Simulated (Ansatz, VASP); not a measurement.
Ge in VASP and in Ansatz

```
CELL_PARAMETERS angstrom
1.35346 -2.51920 0.00000
1.35346 2.51920 0.00000
0.00000 0.00000 2.87524
ATOMIC_POSITIONS crystal
Ge 0.50000 0.50000 0.00000
```

Alike in both runs: task single point; functional r2SCAN; k mesh 22 × 22 × 20; occupations gaussian, width 0.15 eV; no spin polarisation.

```csv
,VASP,Ansatz
version,VASP 6.6.1,Ansatz 0.2.0
potentials or method,"VASP PAW PBE potentials, release 64 (Ge_d)","scalar-relativistic, plane waves, PAW"
plane-wave cutoff (eV),520,500
valence electrons in the cell,14,14
```

```tsv
	VASP	Ansatz	Ansatz less VASP
gap on the k mesh at the Fermi level (eV)	none	none	-
pressure (GPa)	-1.9	-1.7	+0.21
largest component of the traceless stress (GPa)	8.89	8.92	+0.033
```

A gap of «none» marks a metal or a gap that the smearing closes.

Caveats: the PAW data sets were made with another functional, which shifts forces and pressure a little (VASP).
